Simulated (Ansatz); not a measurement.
## WS2 (R3m), two-dimensional strain map

The calculation used DFT PBEsol, scalar-relativistic, plane waves, PAW in Ansatz. Settings: plane waves to 420 eV, k-mesh 12×12×12 (Γ-centred), Gaussian smearing 0.05 eV. Spin–orbit coupling is left out, which can shift energies with elements as heavy as these. No spin polarisation. Energies are free energies at this smearing, counted from the undisturbed cell; pressure is positive in compression.

Zero of the scan (relaxed at this level; this form isn't the usual structure):

```
W S
1.0
     1.57380    0.90864    6.37046
    -1.57380    0.90864    6.37046
     0.00000   -1.81727    6.37046
W S
1 2
Direct
  0.99933 0.99933 0.99933
  0.74796 0.74796 0.74796
  0.58401 0.58401 0.58401
```

The cell holds layers and no dispersion correction was added, so their binding is poorly described.

The cell is strained by p along both x and y and by q along z, fractional coordinates fixed. Points are written (p, q).

p was sampled at -0.030, -0.015, 0.000, 0.015, 0.030 and q at -0.030, -0.015, 0.000, 0.015, 0.030.

Task: Where on the computed points is the energy highest, and how high?

Result: At (-0.030, -0.030): 83.7 meV/atom.

Task: Away from (0, 0), which computed point is lowest?

Result: (0.000, 0.015): 3.7 meV/atom.

The map, in meV/atom:

| p \ q | -0.030 | -0.015 | 0.000 | 0.015 | 0.030 |
| --- | --- | --- | --- | --- | --- |
| -0.030 | 83.7 | 57.6 | 40.7 | 32.5 | 32.3 |
| -0.015 | 38.5 | 19.8 | 9.8 | 7.8 | 13.4 |
| 0.000 | 16.0 | 3.9 | 0.0 | 3.7 | 14.6 |
| 0.015 | 13.7 | 7.6 | 9.2 | 18.0 | 33.6 |
| 0.030 | 29.4 | 28.7 | 35.3 | 48.7 | 68.6 |

Cost: 25 runs of about 5.3 core-minutes in all, on Intel Xeon 6975P-C (Granite Rapids) (shared hosts).